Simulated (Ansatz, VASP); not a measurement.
# Cross-check of In4SbAs3 (random alloy of the zinc-blende InAs-InSb line, x = 0.25) between VASP and Ansatz

Wanted: the spread between two codes on one cell, functional and k mesh. Of the first pair: The structure shown is the start of the Ansatz relaxation below; VASP solves that cell, so the two are compared at the walk's first step.

Program: Ansatz 0.2.0. Level of theory: plane waves, with VASP 6.6.1 beside it; revPBE. Results are calculated unless marked as measured.

## 1. Set-up

The cell holds 64 atoms: 32 In, 24 As and 8 Sb. Cell: a = 12.600 Å, b = 12.600 Å, c = 12.600 Å, α = 90.0°, β = 90.0°, γ = 90.0°. It derives from InAs (zinc-blende InAs-InSb), repeated 2×2×2. Zinc-blende InAs-InSb: 64 atoms, 8 of 32 As sites given to Sb at random, cell and internal coordinates interpolated linearly between the end members (Vegard's rule); (so at first; earlier steps may have moved the atoms), displaced by a Gaussian of 0.02 A. Lattice constants are starting values near those of PBE.

## 2. Ansatz: relaxation, revPBE

Ansatz runs on its default PAW (the set named soft_2) files.

The two programs are compared at the cell with which this relaxation starts, whose forces are those of its first step.

Contents of input.yaml:

```yaml
crystal:
  lattice:
    - [12.6, 0.0, 0.0]
    - [0.0, 12.6, 0.0]
    - [0.0, 0.0, 12.6]
  atoms:
    - { symbol: In, position: [0.00258, 0.99903, 0.99916] }
    - { symbol: As, position: [0.1233, 0.12637, 0.12135] }
    - { symbol: In, position: [0.00277, 0.24879, 0.25051] }
    - { symbol: As, position: [0.1246, 0.37732, 0.37173] }
    - { symbol: In, position: [0.24949, 0.99939, 0.2518] }
    - { symbol: As, position: [0.37325, 0.12473, 0.37361] }
    - { symbol: In, position: [0.25007, 0.25093, 0.99825] }
    - { symbol: As, position: [0.37682, 0.37643, 0.1258] }
    - { symbol: In, position: [0.00143, 0.99891, 0.4998] }
    - { symbol: Sb, position: [0.12351, 0.12457, 0.62584] }
    - { symbol: In, position: [0.9989, 0.24937, 0.74891] }
    - { symbol: As, position: [0.12366, 0.37393, 0.87498] }
    - { symbol: In, position: [0.24823, 0.00037, 0.75263] }
    - { symbol: As, position: [0.37618, 0.1247, 0.87359] }
    - { symbol: In, position: [0.24881, 0.25269, 0.50008] }
    - { symbol: As, position: [0.37399, 0.3753, 0.62833] }
    - { symbol: In, position: [0.00019, 0.50098, 0.00048] }
    - { symbol: As, position: [0.12444, 0.62319, 0.12445] }
    - { symbol: In, position: [0.99967, 0.75093, 0.25133] }
    - { symbol: Sb, position: [0.12648, 0.87545, 0.3764] }
    - { symbol: In, position: [0.2488, 0.50199, 0.25081] }
    - { symbol: As, position: [0.37453, 0.62578, 0.37488] }
    - { symbol: In, position: [0.2518, 0.75241, 0.00347] }
    - { symbol: As, position: [0.37278, 0.87271, 0.1242] }
    - { symbol: In, position: [0.00025, 0.50139, 0.5005] }
    - { symbol: Sb, position: [0.12179, 0.62451, 0.62631] }
    - { symbol: In, position: [0.00037, 0.75121, 0.74965] }
    - { symbol: Sb, position: [0.12468, 0.8753, 0.87565] }
    - { symbol: In, position: [0.25031, 0.50019, 0.74894] }
    - { symbol: As, position: [0.3756, 0.62519, 0.87679] }
    - { symbol: In, position: [0.2519, 0.75029, 0.4994] }
    - { symbol: Sb, position: [0.37399, 0.87567, 0.62512] }
    - { symbol: In, position: [0.49945, 7.0e-05, 0.99902] }
    - { symbol: As, position: [0.62611, 0.12429, 0.12694] }
    - { symbol: In, position: [0.50064, 0.25094, 0.24826] }
    - { symbol: As, position: [0.62527, 0.37618, 0.37349] }
    - { symbol: In, position: [0.74958, 5.0e-05, 0.24782] }
    - { symbol: As, position: [0.8755, 0.12634, 0.37364] }
    - { symbol: In, position: [0.75056, 0.24792, 0.99994] }
    - { symbol: As, position: [0.87244, 0.37678, 0.12565] }
    - { symbol: In, position: [0.49996, 0.99877, 0.50202] }
    - { symbol: As, position: [0.62812, 0.12205, 0.62696] }
    - { symbol: In, position: [0.50258, 0.25054, 0.7481] }
    - { symbol: As, position: [0.62637, 0.37471, 0.87404] }
    - { symbol: In, position: [0.74805, 0.00087, 0.75126] }
    - { symbol: As, position: [0.87401, 0.12583, 0.87318] }
    - { symbol: In, position: [0.75127, 0.25007, 0.4997] }
    - { symbol: As, position: [0.87484, 0.37638, 0.62619] }
    - { symbol: In, position: [0.50084, 0.50022, 0.00012] }
    - { symbol: As, position: [0.62598, 0.62537, 0.12608] }
    - { symbol: In, position: [0.49951, 0.74614, 0.25165] }
    - { symbol: As, position: [0.62847, 0.8757, 0.37484] }
    - { symbol: In, position: [0.74978, 0.49981, 0.25003] }
    - { symbol: Sb, position: [0.87322, 0.62418, 0.37342] }
    - { symbol: In, position: [0.75039, 0.74953, 0.00079] }
    - { symbol: As, position: [0.87472, 0.87657, 0.12534] }
    - { symbol: In, position: [0.50348, 0.49699, 0.49897] }
    - { symbol: Sb, position: [0.62643, 0.62901, 0.62461] }
    - { symbol: In, position: [0.50007, 0.74964, 0.75211] }
    - { symbol: Sb, position: [0.62454, 0.87608, 0.87449] }
    - { symbol: In, position: [0.74798, 0.5005, 0.7508] }
    - { symbol: As, position: [0.87705, 0.62482, 0.87402] }
    - { symbol: In, position: [0.75089, 0.75038, 0.50045] }
    - { symbol: As, position: [0.87488, 0.87684, 0.62559] }
kpoints:
  mp_grid: { grid: [1, 1, 1] }
hamiltonian:
  xc: revpbe
scf:
  occupations: { method: gaussian, width: 0.05 }
output:
  forces: true
relax:
  f_tol: 0.05
  max_steps: 150
  cell: {}
```

Run with:

```bash
> ansatz run input.yaml --threads 4 --pin off --max-ram 8192MiB --backend cpu --events-out ev --progress --plain --runs-dir out
```

Numbers of over 12 decimals in the logs are rounded to 6 here.

The log of the run:

```text
Engine: ansatz 0.2.0, aarch64-unknown-linux-gnu
Pseudopotentials: kind: paw
Pseudopotential: In, paw, valence charge 13, recommended cutoff 420 eV (normal), In.paw.azcp
Pseudopotential: As, paw, valence charge 15, recommended cutoff 420 eV (normal), As.paw.azcp
Pseudopotential: Sb, paw, valence charge 15, recommended cutoff 420 eV (normal), Sb.paw.azcp
Functional definition: revPBE
  parameter kappa = 1.245
  parameter beta = 0.066725
  exchange = pbe_x(kappa = kappa, mu = beta*pi^2/3)
  correlation = pbe_c(beta = beta)
Crystal: 64 atoms, lattice volume = 2000.376 Å³
Basis set: ecut = 420 eV, 39127 PW (Γ), exchange–correlation on 180×180×180 points (8 copies of the dense FFT grid, shifted against one another)
Bands: 538, of which v1, the nominal top of the filled ones, is band 448 counted from 1 (447 counted from 0)
Symmetry: 1 space group operations
Space group: P1 (ITA 1), of the structure as read, at distance tolerance 1.3e-4 Å
k-points: 1
Non-local potential: In, projectors of the file, l = 0: 2, l = 1: 2, l = 2: 2, l = 3: 2
Non-local potential: As, projectors of the file, l = 0: 2, l = 1: 2, l = 2: 3, l = 3: 1
Non-local potential: Sb, projectors of the file, l = 0: 2, l = 1: 2, l = 2: 2, l = 3: 2
PAW form: soft (Blöchl's): semilocal exchange-correlation on the pseudo side does not see the compensation charge
PAW frozen core: In, regenerated for the run's functional, and the local potential with it (the file was generated under x = pbe(κ = 0.804, μ = 0.219515), c = pbe(β = 0.066725))
PAW frozen core: As, regenerated for the run's functional, and the local potential with it (the file was generated under x = pbe(κ = 0.804, μ = 0.219515), c = pbe(β = 0.066725))
PAW frozen core: Sb, regenerated for the run's functional, and the local potential with it (the file was generated under x = pbe(κ = 0.804, μ = 0.219515), c = pbe(β = 0.066725))
PAW one-centre angular grid: In, 590 points (default); XC on 64 Gauss nodes
PAW one-centre angular grid: As, 590 points (default); XC on 64 Gauss nodes
PAW one-centre angular grid: Sb, 590 points (default); XC on 64 Gauss nodes
Initial density: superposition of atomic densities (neutral atoms: chi_scale 0, normalization atom), corrected by the library's trained network
Initial wavefunctions: pseudopotential atomic-orbital guess
Functional: x = revpbe(κ = 1.245, μ = 0.219515), c = pbe(β = 0.066725)
SCF iter   1: F=—  HF=-347903.679429 eV  |F-HF|=—  |Δ(HF+E_count)|=         —  Δρ=1.87e-3  dr2=7.21e-2  ethr=1.77e-3  ⟨swp⟩=6.0  Hψ=2086  notcnv=0  defer=29
preconditioner: auto → LDOS  [metal: Δε(μ)=0.024 eV  Ē_g=13.549 eV  σ=0.050 eV  W_gap=0.25  n_scr=460 (ndim 8)  ℏωp=19.9 eV  f_vac=0.126  D(μ)=58.14/eV (n_scr^D=436)  β→1.0]
SCF iter   2: F=—  HF=-347903.662126 eV  |F-HF|=—  |Δ(HF+E_count)|=   1.73e-2  Δρ=1.22e-3  dr2=2.48e-2  ethr=8.05e-6  ⟨swp⟩=2.0  Hψ=1072  notcnv=0  defer=85
SCF iter   3: F=—  HF=-347903.650077 eV  |F-HF|=—  |Δ(HF+E_count)|=   1.20e-2  Δρ=2.33e-4  dr2=1.69e-3  ethr=2.77e-6  ⟨swp⟩=2.0  Hψ=902  notcnv=0  defer=85
SCF iter   4: F=—  HF=-347903.650637 eV  |F-HF|=—  |Δ(HF+E_count)|=   5.60e-4  Δρ=1.01e-4  dr2=5.35e-4  ethr=1.88e-7  ⟨swp⟩=2.0  Hψ=902  notcnv=0  defer=85
SCF iter   5: F=—  HF=-347903.650645 eV  |F-HF|=—  |Δ(HF+E_count)|=   7.10e-6  Δρ=5.09e-5  dr2=2.33e-4  ethr=5.97e-8  ⟨swp⟩=2.0  Hψ=742  notcnv=0  defer=85
SCF iter   6: F=—  HF=-347903.650594 eV  |F-HF|=—  |Δ(HF+E_count)|=   5.02e-5  Δρ=2.94e-5  dr2=6.73e-5  ethr=2.60e-8  ⟨swp⟩=2.0  Hψ=550  notcnv=0  defer=85
SCF iter   7: F=—  HF=-347903.651309 eV  |F-HF|=—  |Δ(HF+E_count)|=   7.14e-4  Δρ=1.64e-5  dr2=1.11e-5  ethr=7.51e-9  ⟨swp⟩=2.0  Hψ=874  notcnv=0  defer=85
SCF iter   8: F=—  HF=-347903.651307 eV  |F-HF|=—  |Δ(HF+E_count)|=   1.18e-6  Δρ=4.85e-6  dr2=1.39e-6  ethr=1.24e-9  ⟨swp⟩=2.0  Hψ=874  notcnv=0  defer=85
SCF iter   9: F=—  HF=-347903.651308 eV  |F-HF|=—  |Δ(HF+E_count)|=   9.44e-8  Δρ=2.13e-6  dr2=5.06e-7  ethr=1.56e-10  ⟨swp⟩=2.0  Hψ=742  notcnv=0  defer=85
SCF iter  10: F=—  HF=-347903.651308 eV  |F-HF|=—  |Δ(HF+E_count)|=   3.11e-8  Δρ=1.30e-6  dr2=2.52e-7  ethr=5.64e-11  ⟨swp⟩=2.0  Hψ=520  notcnv=0  defer=85
SCF iter  11: F=-347903.651307 eV  HF=-347903.651307 eV  |F-HF|=3.53e-8  |Δ(HF+E_count)|=   3.91e-8  Δρ=7.02e-7  dr2=4.08e-8  ethr=1.12e-11  ⟨swp⟩=2.0  Hψ=1524  notcnv=0
SCF 1 converged in 11 iterations: F = -347903.651307 eV  dr2 = 4.08e-8
  greatest PAW one-centre occupation: 0.999 electrons in one spin orbital (limit 2), on the As atom at site 1 (counted from 0), in its partial waves of l = 2
relax step   1: F+E_penalty+E_count = -347903.65130745 eV  Δ(F+E_penalty+E_count) = +0.000e0 eV  max|allowed force component| = 1.433e0 eV/Å  Δτ_max = 0.0000 Å  P = +2.187 GPa  Ω = 2000.376 Å³  (11 SCF iters, dr2 threshold 1.00e-7 eV, accepted)
Crystal: 64 atoms, lattice volume = 2115.226 Å³
[...]
atom  12  As    -0.00935745     0.00610663     0.00352747
  atom  13  In     0.00342077    -0.01790524    -0.01406758
  atom  14  As    -0.00919529     0.00799900     0.00692511
  atom  15  In     0.00158646    -0.00749954    -0.00079219
  atom  16  As    -0.00143052     0.00146135     0.00382785
  atom  17  In     0.00568998    -0.00014815    -0.00649813
  atom  18  As    -0.00758391     0.00339247     0.00864775
  atom  19  In     0.00563112    -0.01507382    -0.00205791
  atom  20  Sb     0.00227192     0.01341865    -0.00397534
  atom  21  In     0.00151120     0.00084333    -0.00206221
  atom  22  As     0.00113865     0.00128875    -0.00331131
  atom  23  In    -0.00118779     0.00690250    -0.00947571
  atom  24  As    -0.00450786    -0.00235625     0.00033465
  atom  25  In     0.00451843    -0.00925290    -0.00341007
  atom  26  Sb    -0.00511035    -0.00702323     0.00096209
  atom  27  In     0.01352169     0.00123687    -0.00309036
  atom  28  Sb    -0.01203719     0.00891593     0.01195934
  atom  29  In    -0.00041044    -0.00303578    -0.00571761
  atom  30  As    -0.00000172    -0.00787968     0.01275850
  atom  31  In    -0.00624373    -0.00755747     0.00051080
  atom  32  Sb     0.00050757     0.01940753     0.00298478
  atom  33  In     0.01267381    -0.00378966    -0.00884944
  atom  34  As    -0.00521128     0.00489258     0.00270048
  atom  35  In     0.00716013    -0.00363005    -0.00122707
[...]
atom  57  In     0.00724112     0.00206882     0.00245165
  atom  58  Sb    -0.01117022    -0.00020525     0.01311994
  atom  59  In     0.01723747    -0.01362059    -0.01386904
  atom  60  Sb    -0.00723720     0.00581153     0.00707279
  atom  61  In    -0.00035882     0.00177987    -0.01236756
  atom  62  As    -0.00217373    -0.00687657     0.00721170
  atom  63  In     0.00053397    -0.00651849    -0.00463091
  atom  64  As    -0.01414028     0.01606569     0.01243487
  max |Σ_I F_I| component: 3.01e-6 eV/Å
--- Stress (GPa, compression-positive) ---
       -0.004259       0.004934      -0.008447
        0.004934       0.010630      -0.007573
       -0.008447      -0.007573      -0.012835
  P = ⅓ Tr σ = -0.0022 GPa (-0.022 kbar)
--- Relaxed structure (6 steps of the walk, 5 accepted, 1 SCFs on fresh bases) ---
  F+E_penalty+E_count = -347906.21185838 eV   max|allowed force component| = 1.941e-2 eV/Å   (the final SCF, on the basis selected at the relaxed cell)
  cell:  # Å, volume = 2079.8268 Å³
    - [12.713190, 0.00263558, -0.074070]
    - [0.00263558, 12.830731, -0.00914626]
    - [-0.074070, -0.00914626, 12.750762]
  atoms:
    - { symbol: In, position: [-0.00608257, 1.007861, 1.006489] }
    - { symbol: As, position: [0.124941, 0.130314, 0.125195] }
    - { symbol: In, position: [-0.000646889, 0.249496, 0.249392] }
    - { symbol: As, position: [0.126649, 0.373690, 0.370606] }
    - { symbol: In, position: [0.256004, 1.007794, 0.243277] }
    - { symbol: As, position: [0.379158, 0.130224, 0.370561] }
    - { symbol: In, position: [0.249090, 0.251624, 1.002337] }
    - { symbol: As, position: [0.375555, 0.375793, 0.125162] }
    - { symbol: In, position: [-0.011351, 1.001278, 0.499047] }
    - { symbol: Sb, position: [0.124251, 0.131906, 0.624561] }
    - { symbol: In, position: [0.995200, 0.255478, 0.759111] }
    - { symbol: As, position: [0.125333, 0.375962, 0.879611] }
    - { symbol: In, position: [0.255755, 0.00716326, 0.758558] }
    - { symbol: As, position: [0.377679, 0.133187, 0.879541] }
    - { symbol: In, position: [0.256663, 0.254878, 0.492601] }
    - { symbol: As, position: [0.377581, 0.373873, 0.624613] }
    - { symbol: In, position: [0.000495168, 0.497814, 0.00141534] }
    - { symbol: As, position: [0.127417, 0.621662, 0.122972] }
    - { symbol: In, position: [1.000594, 0.747259, 0.235975] }
    - { symbol: Sb, position: [0.125849, 0.878626, 0.370701] }
    - { symbol: In, position: [0.249637, 0.497484, 0.248244] }
    - { symbol: As, position: [0.378789, 0.621198, 0.368157] }
    - { symbol: In, position: [0.256072, 0.743807, 0.00777634] }
    - { symbol: As, position: [0.377135, 0.876494, 0.127005] }
    - { symbol: In, position: [-0.000932033, 0.484170, 0.498972] }
    - { symbol: Sb, position: [0.124514, 0.621372, 0.626694] }
    - { symbol: In, position: [-0.012880, 0.749915, 0.750467] }
    - { symbol: Sb, position: [0.123623, 0.875954, 0.880567] }
    - { symbol: In, position: [0.255347, 0.490035, 0.756501] }
    - { symbol: As, position: [0.374326, 0.618755, 0.882088] }
    - { symbol: In, position: [0.256571, 0.739828, 0.491918] }
    - { symbol: Sb, position: [0.379232, 0.878547, 0.623368] }
    - { symbol: In, position: [0.494966, 0.00645428, 1.007368] }
    - { symbol: As, position: [0.625711, 0.128205, 0.126323] }
    - { symbol: In, position: [0.500735, 0.250408, 0.246965] }
    - { symbol: As, position: [0.624233, 0.372102, 0.372348] }
    - { symbol: In, position: [0.749491, 0.00134545, 0.248693] }
    - { symbol: As, position: [0.872112, 0.128467, 0.372449] }
    - { symbol: In, position: [0.748033, 0.249578, 1.001436] }
    - { symbol: As, position: [0.874924, 0.373742, 0.123499] }
    - { symbol: In, position: [0.507738, 1.008431, 0.492419] }
    - { symbol: As, position: [0.626213, 0.130928, 0.623198] }
    - { symbol: In, position: [0.502001, 0.250508, 0.749939] }
    - { symbol: As, position: [0.625361, 0.373810, 0.877201] }
    - { symbol: In, position: [0.752736, 0.00911672, 0.745738] }
    - { symbol: As, position: [0.872544, 0.130102, 0.877889] }
    - { symbol: In, position: [0.749285, 0.249958, 0.498633] }
    - { symbol: As, position: [0.873106, 0.371743, 0.626825] }
    - { symbol: In, position: [0.502407, 0.495697, 0.00255304] }
    - { symbol: As, position: [0.624138, 0.623760, 0.125763] }
    - { symbol: In, position: [0.502146, 0.750243, 0.249206] }
    - { symbol: As, position: [0.624826, 0.880469, 0.369998] }
    - { symbol: In, position: [0.743473, 0.490672, 0.243610] }
    - { symbol: Sb, position: [0.873325, 0.624756, 0.372373] }
    - { symbol: In, position: [0.754420, 0.741780, 0.00669252] }
    - { symbol: As, position: [0.873036, 0.878505, 0.124420] }
    - { symbol: In, position: [0.496002, 0.491489, 0.492710] }
    - { symbol: Sb, position: [0.625585, 0.622531, 0.624344] }
    - { symbol: In, position: [0.494023, 0.739363, 0.759786] }
    - { symbol: Sb, position: [0.626252, 0.878802, 0.878535] }
    - { symbol: In, position: [0.754794, 0.491931, 0.757141] }
    - { symbol: As, position: [0.874870, 0.622258, 0.878541] }
    - { symbol: In, position: [0.747116, 0.762401, 0.498542] }
    - { symbol: As, position: [0.870981, 0.880591, 0.625653] }
```

Reading the cycles: dr2 is the Hartree energy of the density residual (eV), the measure of convergence; HF is the Harris–Foulkes estimate of the energy, which meets the free energy F at convergence.

[end of part 1 of 2]

[Lines on the potential files, build, host, timing and source positions are cut from VASP's logs without a mark.]

[Logs are printed without paths, hosts, clocks, repeated set-up lines and the standing remarks that a program may print on its own settings, such as how far it seeks lower states.]

[Hosts, paths, dates, database ids (printed as entryN), source tags and the programs' standing remarks are cut or masked in the printed files.]
